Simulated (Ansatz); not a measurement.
Wanted: the native input for an Ansatz 0.2.0 run.

```yaml
Task: phonons
Functional: LDA
Potentials_or_basis: Ansatz PAW
Cutoff: "420 eV (not typed: the program's choice for these potentials)"
k_mesh: 8 × 8 × 3
Occupations: fermi-dirac, width 0.05 eV
Spin: no spin polarisation
```

The system is Re.

```
Re
1.0
     2.76639    0.00000    0.00000
    -1.38319    2.39576    0.00000
     0.00000    0.00000    8.93885
Re
4
Direct
  0.66667 0.33333 0.75000
  0.00000 0.00000 0.50000
  0.33333 0.66667 0.25000
  0.00000 0.00000 0.00000
```

These files were run (other wordings do the same):

input.yaml

```yaml
crystal:
  lattice:
    - [2.7663873939, 0.0, 0.0]
    - [-1.3831936969, 2.3957617598, 0.0]
    - [0.0, 0.0, 8.93884516]
  atoms:
    - { symbol: Re, position: [0.6666666667, 0.3333333333, 0.75] }
    - { symbol: Re, position: [0.0, 0.0, 0.5] }
    - { symbol: Re, position: [0.3333333333, 0.6666666667, 0.25] }
    - { symbol: Re, position: [0.0, 0.0, 0.0] }
hamiltonian:
  xc: lda
  pseudopotentials: { kind: paw }
kpoints:
  mp_grid: { grid: [8, 8, 3] }
scf:
  occupations: { method: fermi_dirac, width: 0.05 }
phonons:
  method: dfpt
```

Potentials or basis: Ansatz PAW.

Launch:

```sh
$ ansatz run input.yaml --threads 2 --pin off --max-ram 5632MiB --backend cpu --events-out ev --progress --plain --runs-dir out
```

Results of the run:

```
Band gap on the k mesh        : none (metal or under the smearing width)
Highest phonon frequency at Γ : 167 cm⁻¹
```

Wall time 15 s on 2 threads of Intel(R) Xeon(R) 6975P-C (Granite Rapids), with other jobs on the host, peak memory 0.69 GiB.
